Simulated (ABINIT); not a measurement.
The system is Ge.

```xyz
1
Lattice="1.3971 -2.6005 0.0000 1.3971 2.6005 0.0000 0.0000 0.0000 2.6982" Properties=species:S:1:pos:R:3 pbc="T T T"
Ge    1.3971    0.0000    0.0000
```

This isn't the form of Ge at room conditions, which is diamond.

Base run:

```yaml
Program: ABINIT 10.8.3 (patched build)
Functional: PBEsol
Potentials_or_basis: PseudoDojo NC SR PBEsol v0.4.1 standard
Cutoff: 952 eV
k_mesh: 8 × 8 × 8
Occupations: fermi-dirac, width 0.05 eV
Spin: no spin polarisation
```

Its results: band gap on the k mesh none (metal or under the smearing width); pressure -6.6 GPa.

Question: The run is repeated on the same cell with these changes: cutoff from 952 eV to 1061 eV. What comes out?

Answer: Band gap on the k mesh none (metal or under the smearing width); pressure -4.4 GPa.

Not every run made on this cell is shown here.
